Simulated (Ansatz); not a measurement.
## Core-level photoemission in BaTe

Cell: a structure deposited in the COD, its atoms then relaxed with PBE in this cell, repeated to a supercell; a hole's nearest image is 6.8 Å away.

Space group Fm-3m (No. 225); a = 6.8200 Å.

| site | Wyckoff | site symmetry | x | y | z |
| --- | --- | --- | --- | --- | --- |
| Ba1 | 4a | m-3m | 0.0000 | 0.0000 | 0.0000 |
| Te5 | 4b | m-3m | 0.5000 | 0.5000 | 0.5000 |

One atom of each set is listed.

The numbers come from a DFT calculation in Ansatz (PBE, plane waves and PAW, scalar-relativistic, 420 eV cutoff, Γ-centred 3×3×3 k-points, fixed occupations).

Each value is a total-energy difference between the cell with one core hole and the ground state (ΔSCF), counted from the top of the valence band. The cell with the hole is spin-polarised, as the shell with the hole is left with one unpaired spin. The periodic images are corrected with the calculated ε∞ = 6.35.

**Question.** What binding energies does the calculation give for Ba 3d, Te 3d?

**Answer.** 

| line | atom | first shell | E_B (eV) | j = l + ½ / j = l − ½ (eV) |
| --- | --- | --- | --- | --- |
| Ba 3d | 1 | 6 Te at 3.41 Å | 779.0 | 772.9 / 788.2 |
| Te 3d | 5 | 6 Ba at 3.41 Å | 571.2 | 567.1 / 577.4 |

For p, d and f shells E_B is the weighted mean of the two lines, whose splitting comes from the free atom's Dirac orbitals.

The program doubts some values: the cell is too small to check the potential alignment. Absolute PBE values can be off by an eV or more, and the 3d and 4f lines of heavy atoms by several eV. Multiplets, satellites and widths aren't calculated.
